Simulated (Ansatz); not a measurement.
## TiAl: what symmetry allows forces and stress to be

```
CELL_PARAMETERS angstrom
3.17906 0.00000 0.00000
0.00000 3.17906 0.00000
0.00000 0.00000 3.17906
ATOMIC_POSITIONS crystal
Ti 0.00000 0.00000 0.00000
Al 0.57078 0.50000 0.50000
```

All numbers below come from DFT PBEsol, scalar-relativistic, plane waves, PAW in Ansatz.

Plane waves to 420 eV, a k mesh through Γ of 12×12×12 on the computed 2-atom cell and Gaussian smearing (0.10 eV); no spin polarisation.

This distorted cell has space group P4mm, with 8 operations.

Task: Without a calculation: in which directions can each atom feel a force?

Result: A force must be left unchanged by every operation that keeps its atom in place, so it lies in the space that those operations leave fixed. Atoms that the group maps onto each other feel forces of one size.
| atom | site symmetry | operations at the site | equivalent to atom | allowed force (Cartesian) |
| --- | --- | --- | --- | --- |
| Ti1 | 4mm | 8 | 1 | along (1.00, 0.00, 0.00) |
| Al2 | 4mm | 8 | 2 | along (1.00, 0.00, 0.00) |

That leaves 2 independent force components of 6, tied by 1 condition that the forces sum to zero, so 1 remains. A relaxation in this cell that keeps the symmetry moves the atoms in these directions alone.

Task: And the stress tensor?

Result: It must be invariant under the point group, which leaves 2 independent components: yz, xz, xy vanish; yy = zz.

Task: Do the computed values obey this?

Result: Yes. Forces (eV/Å):
```
Ti1  1.374  0.000  0.000
Al2 -1.374  0.000  0.000
```

Stress (GPa, compression positive, xx yy zz yz xz xy): -2.06 0.34 0.34 0.00 0.00 0.00. The program imposes the same operations on density, forces and stress, so this confirms the analysis and is no independent test of the calculation.